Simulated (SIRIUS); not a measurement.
**In in SIRIUS: the effect of functional**

Crystal: In.

```
CELL_PARAMETERS angstrom
-1.62547 1.62547 2.47370
1.62547 -1.62547 2.47370
1.62547 1.62547 -2.47370
ATOMIC_POSITIONS crystal
In 0.00000 0.00000 0.00000
```

Alike in all runs:

- Program: SIRIUS 7.10.0
- Task: single point
- Potentials or basis: PseudoDojo 0.4.1 PBE standard (scalar relativistic)
- Cutoff: 960 eV
- Density cutoff: 3840 eV
- k mesh: 9 × 9 × 9
- Occupations: fermi-dirac, width 0.05 eV
- Spin: no spin polarisation

**Question.** One run gave: pressure -2.2 GPa. Which functional did it use?
A. PW91
B. RPBE
C. GAM
D. revPBE
E. LDA

**Answer.** E.

```tsv
functional	pressure (GPa)
LDA	-2.2
PBE	2.1
PBEsol	-0.8
RPBE	3.7
revPBE	3.2
BLYP	6.5
PW91	2.2
AM05	-0.7
GAM	2.6
WC	-0.5
BPBE	2.1
```

Caveats: the potentials were made for another functional, which shifts forces and pressure (some runs).
